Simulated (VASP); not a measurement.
# C (Fd-3m) in VASP: settings compared, part 2 of 2

VASP 6.6.1. The steps go on from the part before.

## (3) Dielectric tensor, LDA

File INCAR:

```
PREC = Accurate
ENCUT = 800
EDIFF = 1E-8
ISMEAR = 0
SIGMA = 0.01
LREAL = False
LASPH = True
NELM = 100
ALGO = Normal
ISIF = 2
LWAVE = False
LCHARG = False
GGA = CA
LEPSILON = True
```

File KPOINTS:

```
Automatic mesh
0
Gamma
  12 12 12
```

File POSCAR:

```
C
1.0
    0.0000000000      1.7833700000      1.7833700000
    1.7833700000      0.0000000000      1.7833700000
    1.7833700000      1.7833700000      0.0000000000
C
2
Direct
    0.7500000000      0.7500000000      0.7500000000
    0.5000000000      0.5000000000      0.5000000000
```

Potentials or basis: VASP PAW LDA potentials, release 64 (C).

Started as:

```console
> cat potpaw_LDA.64/C/POTCAR > POTCAR
> mpirun -np 1 vasp_std > vasp.out
```

OUTCAR:

```text
PREC = Accurate
   ENCUT = 800
   EDIFF = 1E-8
   ISMEAR = 0
   LREAL = False
   LASPH = True
   NELM = 100
   ISIF = 2
   GGA = CA
   LEPSILON = True

 ion  position               nearest neighbor table
   1  0.750  0.750  0.750-   2 1.54   2 1.54   2 1.54   2 1.54
   2  0.500  0.500  0.500-   1 1.54   1 1.54   1 1.54   1 1.54

  LATTYP: Found a face centered cubic cell.
 ALAT       =     3.5667400000

  Lattice vectors:

 A1 = (   0.0000000000,   1.7833700000,   1.7833700000)
 A2 = (   1.7833700000,   0.0000000000,   1.7833700000)
 A3 = (   1.7833700000,   1.7833700000,   0.0000000000)

Analysis of symmetry for initial positions (statically):
=====================================================================
 Subroutine PRICEL returns:
 Original cell was already a primitive cell.

 Routine SETGRP: Setting up the symmetry group for a
 face centered cubic supercell.

 Subroutine GETGRP returns: Found 48 space group operations
 (whereof 24 operations were pure point group operations)
 out of a pool of 48 trial point group operations.

The static configuration has the point symmetry T_d .
 The point group associated with its full space group is O_h .

Analysis of symmetry for dynamics (positions and initial velocities):
=====================================================================
 Subroutine PRICEL returns:
 Original cell was already a primitive cell.

 Routine SETGRP: Setting up the symmetry group for a
 face centered cubic supercell.

 Subroutine GETGRP returns: Found 48 space group operations
 (whereof 24 operations were pure point group operations)
 out of a pool of 48 trial point group operations.

The dynamic configuration has the point symmetry T_d .
 The point group associated with its full space group is O_h .

 Subroutine INISYM returns: Found 48 space group operations
 (whereof 24 operations are pure point group operations),
 and found     1 'primitive' translations

----------------------------------------------------------------------------------------

                                     Primitive cell

  volume of cell :      11.3437

  direct lattice vectors                    reciprocal lattice vectors
     0.000000000  1.783370000  1.783370000    -0.280368067  0.280368067  0.280368067
     1.783370000  0.000000000  1.783370000     0.280368067 -0.280368067  0.280368067
     1.783370000  1.783370000  0.000000000     0.280368067  0.280368067 -0.280368067

  length of vectors
     2.522066041  2.522066041  2.522066041     0.485611737  0.485611737  0.485611737

  position of ions in fractional coordinates (direct lattice)
     0.750000000  0.750000000  0.750000000
     0.500000000  0.500000000  0.500000000

  ion indices of the primitive-cell ions
   primitive index   ion index
                 1           1
                 2           2

----------------------------------------------------------------------------------------

[... 378 lines left out ...]
      6      19.8638      0.00000
      7      20.9721      0.00000
      8      24.9609      0.00000

 [... further k-points ...]

  FORCE on cell =-STRESS in cart. coord.  units (eV):
  Direction    XX          YY          ZZ          XY          YZ          ZX
  --------------------------------------------------------------------------------------
  -------------------------------------------------------------------------------------
  Total       -0.8705165     -0.8705165     -0.8705165      0.0000000      0.0000000     -0.0000000
  in kB     -122.9513299   -122.9513299   -122.9513299      0.0000000      0.0000000     -0.0000000
  external PRESSURE =    -122.9513299 kB  Pullay stress =       0.0000000 kB

 VOLUME and BASIS-vectors are now :
 -----------------------------------------------------------------------------
  energy-cutoff  :      800.00
  volume of cell :       11.34
      direct lattice vectors                 reciprocal lattice vectors
     0.000000000  1.783370000  1.783370000    -0.280368067  0.280368067  0.280368067
     1.783370000  0.000000000  1.783370000     0.280368067 -0.280368067  0.280368067
     1.783370000  1.783370000  0.000000000     0.280368067  0.280368067 -0.280368067

 POSITION                                       TOTAL-FORCE (eV/Angst)
 -----------------------------------------------------------------------------------
      2.67505      2.67505      2.67505         0.000000      0.000000      0.000000
      1.78337      1.78337      1.78337        -0.000000     -0.000000     -0.000000
 -----------------------------------------------------------------------------------
    total drift:                                0.000000      0.000000      0.000000

  FREE ENERGIE OF THE ION-ELECTRON SYSTEM (eV)
  ---------------------------------------------------
  free  energy   TOTEN  =       -20.2514220223 eV

  energy  without entropy=      -20.2514220223  energy(sigma->0) =      -20.25142202

 HEAD OF MICROSCOPIC STATIC DIELECTRIC TENSOR (INDEPENDENT PARTICLE, excluding Hartree and local field effects)
 ------------------------------------------------------
           5.984209     0.000000     0.000000
           0.000000     5.984209    -0.000000
          -0.000000     0.000000     5.984209
 ------------------------------------------------------

 Free energy of the ion-electron system (eV)
  ---------------------------------------------------
  ---------------------------------------------------
  free energy    TOTEN  =        -0.15955721 eV

  energy without entropy =       -0.15955721

------------------------ aborting loop because EDIFF is reached ----------------------------------------

--------------------------------------- Ionic step        2  -------------------------------------------

------------------------ aborting loop because EDIFF is reached ----------------------------------------

--------------------------------------- Ionic step        3  -------------------------------------------

 Free energy of the ion-electron system (eV)
  ---------------------------------------------------
  ---------------------------------------------------
  free energy    TOTEN  =        -0.15955562 eV

  energy without entropy =       -0.15955562

------------------------ aborting loop because EDIFF is reached ----------------------------------------

 PIEZOELECTRIC TENSOR FIELD DIRECTION 3  (e Angst)
 -----------------------------------------------------------------------------
    -0.00010  0.00000  0.00000           ( -0.00000  0.00000  0.00000)
     0.00000 -0.00010  0.00000           (  0.00000 -0.00000  0.00000)
     0.00000  0.00000 -0.00024           (  0.00000  0.00000 -0.00001)

 PIEZOELECTRIC TENSOR FIELD DIRECTION 3  (C/m^2)
 -----------------------------------------------------------------------------
    -0.00014  0.00000  0.00000
     0.00000 -0.00014  0.00000
     0.00000  0.00000 -0.00034

 MACROSCOPIC STATIC DIELECTRIC TENSOR (including local field effects in DFT)
 ------------------------------------------------------
           5.804137     0.000000     0.000000
          -0.000000     5.804137    -0.000000
          -0.000000    -0.000000     5.804137
 ------------------------------------------------------

 PIEZOELECTRIC TENSOR (including local field effects)  for field in x, y, z        (e  Angst)
          XX          YY          ZZ          XY          YZ          ZX
  --------------------------------------------------------------------------------
  x     0.00000     0.00000     0.00000     0.00000     0.00000     0.00000
  y    -0.00000     0.00000    -0.00000    -0.00000     0.00000     0.00000
  z    -0.00000    -0.00000     0.00000     0.00000    -0.00000     0.00000

 PIEZOELECTRIC TENSOR (including local field effects)  for field in x, y, z        (C/m^2)
          XX          YY          ZZ          XY          YZ          ZX
  --------------------------------------------------------------------------------
  x     0.00000     0.00000     0.00000     0.00000     0.00000     0.00000
  y    -0.00000     0.00000    -0.00000    -0.00000     0.00000     0.00000
  z    -0.00000    -0.00000     0.00000     0.00000    -0.00000     0.00000

 BORN EFFECTIVE CHARGES (including local field effects) (in |e|, cummulative output)
 ---------------------------------------------------------------------------------
 ion    1
    1    -0.00000     0.00000     0.00000
    2     0.00000    -0.00000     0.00000
    3     0.00000     0.00000    -0.00000
 ion    2
    1     0.00000     0.00000     0.00000
    2     0.00000     0.00000     0.00000
    3     0.00000     0.00000     0.00000
```

OSZICAR:

```text
N       E                     dE             d eps       ncg     rms          rms(c)
DAV:   1     0.623705526791E+01    0.62371E+01   -0.62854E+03  1168   0.135E+03
DAV:   2    -0.208794578007E+02   -0.27117E+02   -0.25862E+02  1840   0.141E+02
DAV:   3    -0.210504439996E+02   -0.17099E+00   -0.17099E+00  1208   0.153E+01
[... 14 lines left out ...]
RMM:   3    -0.153878420977E+00    0.23369E-02   -0.86604E-04  4069   0.273E-01    0.415E-01
RMM:   4    -0.159127375281E+00   -0.52490E-02   -0.12611E-03  4088   0.334E-01    0.322E-02
RMM:   5    -0.159537170446E+00   -0.40980E-03   -0.14443E-05  4155   0.357E-02    0.296E-03
RMM:   6    -0.159552279486E+00   -0.15109E-04   -0.96029E-08  4318   0.303E-03    0.149E-03
RMM:   7    -0.159554651312E+00   -0.23718E-05   -0.93413E-09  4297   0.104E-03    0.160E-04
RMM:   8    -0.159555711012E+00   -0.10597E-05   -0.32814E-10  3712   0.158E-04    0.302E-05
RMM:   9    -0.159555616481E+00    0.94531E-07    0.00000E+00  2082   0.318E-05    0.405E-06
```

Wall time 45 s (1 thread of Intel Xeon Platinum 8559C (Emerald Rapids), shared host); peak memory 0.18 GiB.

What came out:

```yaml
Band_gap_on_the_k_mesh: 4.12 eV, indirect (least direct gap 5.54 eV)
Electronic_dielectric_tensor_diagonal: 5.80
Born_charges_mean_of_the_diagonal: C +0.00 e
```

Electronic dielectric tensor:
```
5.80 0.00 0.00
0.00 5.80 0.00
0.00 0.00 5.80
```

Born effective charge tensors (e):
atom 1, C
```
0.00 0.00 0.00
0.00 0.00 0.00
0.00 0.00 0.00
```
atom 2, C
```
0.00 0.00 0.00
0.00 0.00 0.00
0.00 0.00 0.00
```

## (4) Dielectric tensor, LDA

INCAR, as its differences from that of step 3:

```diff
@@ -1,3 +1,3 @@
 PREC = Accurate
-ENCUT = 800
+ENCUT = 650
 EDIFF = 1E-8
```

File KPOINTS:

```
Automatic mesh
0
Gamma
  10 10 10
```

POSCAR is that of step 3.

Potentials or basis: VASP PAW LDA potentials, release 64 (C).

Started as:

```console
> cat potpaw_LDA.64/C/POTCAR > POTCAR
> mpirun -np 1 vasp_std > vasp.out
```

OUTCAR:

```text
PREC = Accurate
   ENCUT = 650
   EDIFF = 1E-8
   ISMEAR = 0
   LREAL = False
   LASPH = True
   NELM = 100
   ISIF = 2
   GGA = CA
   LEPSILON = True

 Found     47 irreducible k-points:

 Following reciprocal coordinates:
            Coordinates               Weight
  0.000000  0.000000  0.000000      1.000000
  0.100000  0.000000  0.000000      8.000000
  0.200000  0.000000  0.000000      8.000000
  0.300000  0.000000  0.000000      8.000000
  0.400000  0.000000  0.000000      8.000000
  0.500000  0.000000  0.000000      4.000000
   k-points           NKPTS =     47   k-points in BZ     NKDIM =     47   number of bands    NBANDS=      8
   number of dos      NEDOS =    301   number of ions     NIONS =      2
   total plane-waves  NPLWV =  13824
   dimension x,y,z NGX =    24 NGY =   24 NGZ =   24
   dimension x,y,z NGXF=    48 NGYF=   48 NGZF=   48
   ions per type =               2
   NGX,Y,Z   is equivalent  to a cutoff of  15.82, 15.82, 15.82 a.u.
   NGXF,Y,Z  is equivalent  to a cutoff of  31.64, 31.64, 31.64 a.u.
 SYSTEM =  unknown system
   PREC   = accura    normal or accurate (medium, high low for compatibility)
   ISTART =      0    job   : 0-new  1-cont  2-samecut
   ICHARG =      2    charge: 1-file 2-atom 10-const
   ISPIN  =      1    spin polarized calculation?
   LNONCOLLINEAR =      F non collinear calculations
   LSORBIT =      F    spin-orbit coupling
   LASPH  =      T    aspherical Exc in radial PAW
   ENCUT  =  650.0 eV  47.77 Ry    6.91 a.u.   5.24  5.24  5.24*2*pi/ulx,y,z
   NELM   =    100;   NELMIN=  2; NELMDL= -5     # of ELM steps
   EDIFF  = 0.1E-07   stopping-criterion for ELM
   LREAL  =      F    real-space projection
   EDIFFG = 0.1E-06   stopping-criterion for IOM
   NSW    =      0    number of steps for IOM
   IBRION =     -1    ionic relax: 0-MD 1-quasi-New 2-CG
   NFREE  =      0    steps in history (QN), initial steepest desc. (CG)
   ISIF   =      2    stress and relaxation
   ISYM   =      2    0-nonsym 1-usesym 2-fastsym
   POTIM  = 0.5000    time-step for ionic-motion
   TEBEG  =    0.0;   TEEND  =   0.0 temperature during run
   PSTRESS=    0.0 pullay stress
   NELECT =       8.0000    total number of electrons
   NUPDOWN=      -1.0000    fix difference up-down
   EMIN   =  10.00;   EMAX   =-10.00  energy-range for DOS
   EFERMI =   0.00;   METHOD = LEGACY
   ISMEAR =     0;   SIGMA  =   0.01  broadening in eV -4-tet -1-fermi 0-gaus
   EFERMI_NEDOS =   21; number of points for ismear=-14 and -15
   IALGO  =     38    algorithm
   IMIX   =      4    mixing-type and parameters
     AMIX     =   0.40;   BMIX     =  1.00
     AMIX_MAG =   1.60;   BMIX_MAG =  1.00
  volume/ion in A,a.u.               =       5.67        38.28
  Fermi-wavevector in a.u.,A,eV,Ry     =   1.457203  2.753714 28.891161  2.123440
  Thomas-Fermi vector in A             =   2.574032
   LORBIT       =      0    0 simple, 1 ext, 2 COOP (PROOUT), +10 PAW based schemes
   GGA     = CA    functional components
   LHFCALC =     F    Hartree Fock is set to
   AEXX    =    0.0000 exact exchange contribution
   IVDW    =     0    specifies the selected vdW correction
   LEPSILON=     T    determine dielectric tensor
   LRPA    =     F    only Hartree local field effects (RPA)
 non-spin polarized calculation
 Gauss-broadening in eV      SIGMA  =   0.01
  energy-cutoff  :      650.00
  volume of cell :       11.34
 maximum number of plane-waves:       444
[... 83 lines left out ...]
  Direction    XX          YY          ZZ          XY          YZ          ZX
  --------------------------------------------------------------------------------------
  -------------------------------------------------------------------------------------
  Total       -0.8904938     -0.8904938     -0.8904938     -0.0000000     -0.0000000      0.0000000
  in kB     -125.7729071   -125.7729071   -125.7729071     -0.0000000     -0.0000000      0.0000000
  external PRESSURE =    -125.7729071 kB  Pullay stress =       0.0000000 kB

 VOLUME and BASIS-vectors are now :
 -----------------------------------------------------------------------------
  energy-cutoff  :      650.00
  volume of cell :       11.34
      direct lattice vectors                 reciprocal lattice vectors
     0.000000000  1.783370000  1.783370000    -0.280368067  0.280368067  0.280368067
     1.783370000  0.000000000  1.783370000     0.280368067 -0.280368067  0.280368067
     1.783370000  1.783370000  0.000000000     0.280368067  0.280368067 -0.280368067

 POSITION                                       TOTAL-FORCE (eV/Angst)
 -----------------------------------------------------------------------------------
      2.67505      2.67505      2.67505        -0.000000      0.000000      0.000000
      1.78337      1.78337      1.78337         0.000000     -0.000000     -0.000000
 -----------------------------------------------------------------------------------
    total drift:                                0.000000      0.000000      0.000000

  FREE ENERGIE OF THE ION-ELECTRON SYSTEM (eV)
  ---------------------------------------------------
  free  energy   TOTEN  =       -20.2455035353 eV

  energy  without entropy=      -20.2455035353  energy(sigma->0) =      -20.24550354

 HEAD OF MICROSCOPIC STATIC DIELECTRIC TENSOR (INDEPENDENT PARTICLE, excluding Hartree and local field effects)
 ------------------------------------------------------
           5.993440     0.000000     0.000000
          -0.000000     5.993440    -0.000000
          -0.000000    -0.000000     5.993440
 ------------------------------------------------------

 Free energy of the ion-electron system (eV)
  ---------------------------------------------------
  ---------------------------------------------------
  free energy    TOTEN  =        -0.15982344 eV

  energy without entropy =       -0.15982344

------------------------ aborting loop because EDIFF is reached ----------------------------------------

--------------------------------------- Ionic step        2  -------------------------------------------

------------------------ aborting loop because EDIFF is reached ----------------------------------------

--------------------------------------- Ionic step        3  -------------------------------------------

 Free energy of the ion-electron system (eV)
  ---------------------------------------------------
  ---------------------------------------------------
  free energy    TOTEN  =        -0.15982344 eV

  energy without entropy =       -0.15982344

------------------------ aborting loop because EDIFF is reached ----------------------------------------

 PIEZOELECTRIC TENSOR FIELD DIRECTION 3  (e Angst)
 -----------------------------------------------------------------------------
    -0.00002  0.00000  0.00000           ( -0.00000  0.00000  0.00000)
     0.00000 -0.00002  0.00000           (  0.00000 -0.00000  0.00000)
     0.00000  0.00000 -0.00040           (  0.00000  0.00000 -0.00001)

 PIEZOELECTRIC TENSOR FIELD DIRECTION 3  (C/m^2)
 -----------------------------------------------------------------------------
    -0.00003  0.00000  0.00000
     0.00000 -0.00003  0.00000
     0.00000  0.00000 -0.00056

 MACROSCOPIC STATIC DIELECTRIC TENSOR (including local field effects in DFT)
 ------------------------------------------------------
           5.813275     0.000000     0.000000
          -0.000000     5.813275     0.000000
           0.000000    -0.000000     5.813275
 ------------------------------------------------------

 PIEZOELECTRIC TENSOR (including local field effects)  for field in x, y, z        (e  Angst)
          XX          YY          ZZ          XY          YZ          ZX
  --------------------------------------------------------------------------------
  x     0.00000    -0.00000    -0.00000     0.00000    -0.00000    -0.00000
  y     0.00000    -0.00000     0.00000    -0.00000    -0.00000    -0.00000
  z     0.00000     0.00000     0.00000    -0.00000    -0.00000     0.00000

 PIEZOELECTRIC TENSOR (including local field effects)  for field in x, y, z        (C/m^2)
          XX          YY          ZZ          XY          YZ          ZX
  --------------------------------------------------------------------------------
  x     0.00000    -0.00000    -0.00000     0.00000    -0.00000    -0.00000
  y     0.00000    -0.00000     0.00000    -0.00000    -0.00000    -0.00000
  z     0.00000     0.00000     0.00000    -0.00000    -0.00000     0.00000

 BORN EFFECTIVE CHARGES (including local field effects) (in |e|, cummulative output)
 ---------------------------------------------------------------------------------
 ion    1
    1     0.00000    -0.00000    -0.00000
    2    -0.00000     0.00000    -0.00000
    3    -0.00000     0.00000     0.00000
 ion    2
    1    -0.00000     0.00000     0.00000
    2     0.00000    -0.00000     0.00000
    3     0.00000    -0.00000    -0.00000
```

It took 27 s on 1 thread of Intel Xeon Platinum 8559C (Emerald Rapids), shared host; peak memory 0.14 GiB.

These settings aren't checked as converged: the numbers below hold their error.

What came out:

```yaml
Band_gap_on_the_k_mesh: 4.14 eV, indirect (least direct gap 5.54 eV)
Electronic_dielectric_tensor_diagonal: 5.81
Born_charges_mean_of_the_diagonal: C +0.00 e
```

## (5) The reference run

An earlier run on the cell as given: functional PBE; potentials or basis VASP PAW PBE potentials, release 64 (C); cutoff 520 eV; k mesh 13 × 13 × 13; occupations fermi-dirac, width 0.05 eV; no spin polarisation.

* Pressure: 2.5 GPa
* Band gap on the k mesh: 4.14 eV, indirect (least direct gap 5.59 eV)

## (6) The runs side by side

```tsv
task	level	potentials or basis	k mesh	cutoff (eV)	smearing	grid for exact exchange (PRECFOCK)	exchange at q = 0	mesh quality	gap on the mesh (eV)	pressure (GPa)
band structure	PBE0	VASP PAW PBE potentials, release 64 (C)	7 × 7 × 7	520	fermi-dirac 0.05 eV	Normal	truncated	coarse	6.16	-7.4
dielectric tensor	LDA	VASP PAW LDA potentials, release 64 (C)	12 × 12 × 12	800	gaussian 0.01 eV	-	-	not flagged	4.12	-
single point	PBE	VASP PAW PBE potentials, release 64 (C)	13 × 13 × 13	520	fermi-dirac 0.05 eV	-	-	not flagged	4.14	2.5
```

Alike in all rows: no spin polarisation; cell as given.

Caveats: some runs use coarse meshes; the PAW data sets were made with another functional, which shifts forces and pressure a little (some runs); the mesh misses the band edges, which the band path finds closer together (some runs); an odd mesh through Γ misses points on the zone boundary, where band edges often lie (some runs).

Total energies depend on the potentials used, so only differences within one code and one set of settings carry meaning.
